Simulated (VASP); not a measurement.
Input of a VASP 6.6.1 run:

File INCAR:

```
PREC     = Accurate       # precision mode
ENCUT    = 520            # plane-wave cutoff, eV
EDIFF    = 1E-6           # SCF threshold, eV
ISMEAR   = -1             # smearing method
SIGMA    = 0.15           # smearing width, eV
LREAL    = F              # projectors in reciprocal space
LASPH    = T              # aspherical terms in the spheres
NELM     = 100            # most SCF steps
ALGO     = Normal         # electronic algorithm
ISIF     = 2              # what is computed and relaxed
LWAVE    = F              # write WAVECAR
LCHARG   = T              # write CHGCAR
GGA      = PE             # functional
LELF     = T              # ELF
LVHAR    = T            
NBANDS   = 12             # bands
```

KPOINTS

```
Automatic mesh
0
Gamma
  9 9 9
```

The input POSCAR:

```
Cd
1.0
   -0.0332722500      2.2181500000      2.2181500000
    2.2181500000     -0.0332722500      2.2181500000
    2.1848777500      2.1848777500      0.0000000000
Cd
1
Direct
    0.0000000000      0.0000000000      0.0000000000
```

Potentials or basis: VASP PAW PBE potentials, release 64 (Cd).

The run is started by

```console
$ cat potpaw_PBE.64/Cd/POTCAR > POTCAR
$ mpirun -np 1 vasp_std > vasp.out
```

Task: Estimate the pressure.

Result: 2.7 GPa.

Task: Estimate the band gap on the k mesh.

Result: None (metal or under the smearing width).

Stress tensor (GPa, compression positive):
```
 2.61 -0.11  0.00
-0.11  2.61  0.00
 0.00  0.00  2.77
```
